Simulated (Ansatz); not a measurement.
Worked example: C3H7I + BH2(NH2) → C3H9N + BH2I

Species: C3H7I (1-iodopropane) `CCCI`, singlet; BH2(NH2), singlet; C3H9N (propylamine) `CCCN`, singlet; BH2I `BI`, singlet. The partners trade I for NH2: C–I and B–NH2 bonds give way to C–NH2 and B–I.

Shapes, held fixed at every level: PBE0-D4/def2-TZVP. Flexible molecules stand in one conformer, not always the lowest. Programs: Ansatz 0.2.0. Electronic energies: no zero-point or thermal term.

At CCSD(T)/def2-TZVPP; 1 Eh = 2625.50 kJ/mol:

| species | energy (Eh) |
| --- | --- |
| C3H7I | -415.458076 |
| BH2(NH2) | -81.891559 |
| C3H9N | -174.182789 |
| BH2I | -323.125743 |

Question: Work out ΔE of the reaction at this level.

Answer: 
1. Products less reactants: (-174.182789) + (-323.125743) − [(-415.458076) + (-81.891559)] = 0.041103 Eh = +107.9 kJ/mol.

Other levels give +99.4 (HF/def2-TZVPP) to +115.6 kJ/mol (B3LYP-D4/def2-TZVPP). No measured value is set beside it here. For atoms past krypton def2 sets carry core potentials with scalar relativity. Correlated rows may include outer-core shells of I, which these sets cover unevenly.
